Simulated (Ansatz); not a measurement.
## C: a vibration from a frozen displacement

Level of theory: Ansatz 0.2.0, DFT PBEsol, scalar-relativistic, plane waves, PAW. Settings: plane waves to 420 eV, k-mesh 12×12×6 (Γ-centred), Gaussian smearing 0.05 eV. No spin polarisation. Energies are free energies at this smearing, counted from the undisturbed cell; pressure is positive in compression.

Reference structure (relaxed at this level):

```yaml
crystal:
  lattice:
    - [2.49881, 0.00000, 0.00000]
    - [-1.24941, 2.16404, 0.00000]
    - [0.00000, 0.00000, 4.16084]
  atoms:
    - { symbol: C, position: [0.33333, 0.66667, 0.06280] }
    - { symbol: C, position: [0.66667, 0.33333, 0.56280] }
    - { symbol: C, position: [0.33333, 0.66667, 0.43720] }
    - { symbol: C, position: [0.66667, 0.33333, 0.93720] }
```

Atom 1 (C) is moved by x along the Cartesian unit vector (-0.500, -0.866, 0.000); the cell and all other atoms stay fixed. The cell's volume is 22.50 Å³; the moved atoms weigh 12.011 u together and the others 36.033 u. Some rows repeat others by symmetry and weren't run.

```
  x (Å)  ΔE (meV/cell) total force on the moved atoms along the move (eV/Å) pressure (GPa)
-0.1000         189.18                                                3.7785          1.8893
-0.0875         144.88                                                3.3084          1.4466
-0.0750         106.47                                                2.8372          1.0637
-0.0625          73.95                                                2.3654          0.7402
-0.0500          47.34                                                1.8930          0.4762
-0.0375          26.63                                                1.4201          0.2707
-0.0250          11.84                                                0.9469          0.1240
-0.0125           2.96                                                0.4735          0.0361
 0.0000           0.00                                                0.0000          0.0071
 0.0125           2.96                                               -0.4735          0.0361
 0.0250          11.84                                               -0.9469          0.1240
 0.0375          26.63                                               -1.4201          0.2707
 0.0500          47.34                                               -1.8930          0.4762
 0.0625          73.95                                               -2.3654          0.7402
 0.0750         106.47                                               -2.8372          1.0637
 0.0875         144.88                                               -3.3084          1.4466
 0.1000         189.18                                               -3.7785          1.8893
```

Q: What frequency belongs to this motion?

A: The force constant is k = −dF/dx = 37.883 eV/Å², from the parabola through x = -0.0125, 0 and 0.0125. In every cell the moved atoms swing against the rest, so the mass is μ = m₁m₂/(m₁ + m₂) = 9.008 u, and ν̃ = 521.5 cm⁻¹ × √(|k|/μ) = 1069 cm⁻¹. The pattern needn't be a normal mode: ν̃² is then a weighted mean of the squared nonzero frequencies at the zone centre of this cell, taken without macroscopic field, so it lies between the lowest and the highest of them.

Q: How far does the harmonic law reach?

A: At x = -0.100 Å, kx²/2 = 189.42 meV against the computed 189.18 meV (-0.1 %): the well is still close to harmonic there.

Q: The pressure changes with x². What does that say about the frequency under compression?

A: With E = k(V)x²/2, k ∝ V^(−2γ) and x scaling with the cell as V^(1/3), P − P0 = −∂E/∂V = (2γ − 2/3) ΔE/V. At x = 0.0250 Å, V(P − P0) = 22.50 × 0.11696 / 160.2 eV = 16.43 meV and ΔE = 11.84 meV, so γ = 1/3 + V(P − P0)/(2ΔE) = 1.03. This is the Grüneisen parameter of the motion under uniform scaling of the cell: shrinking the cell evenly by 1 % in volume raises the frequency by about 1.03 %.

Cost: 9 runs of about 1.5 core-minutes in all, on Intel Xeon Platinum 8259CL (Skylake/Cascade Lake) (shared hosts).

The cell is hexagonal diamond (lonsdaleite), and the stiff restoring force is that of a rigid sp³ network: moving one carbon within the basal plane stretches and compresses strong, directional σ bonds and bends the angles between them. The resulting 1069 cm⁻¹ lies well below the Raman line of cubic diamond, but this is no sign of weaker bonds. Displacing a single atom mixes the high bond-stretching optical modes with a much softer shear-like mode of the layers, which pulls the mean down.

The symmetry of the well about x = 0 follows from the direction chosen, perpendicular to a mirror plane through the atom, which forbids a cubic term. The near-parabolic energy therefore doesn't show that the bonds themselves are harmonic. Their anharmonicity appears instead in the pressure, which rises with displacement of either sign because the bonds stiffen on compression. The Grüneisen parameter of 1.03 is typical of a stiff covalent solid and probably reflects mainly the stretching modes, which dominate the force constant. Motion along the hexagonal axis remains untested.
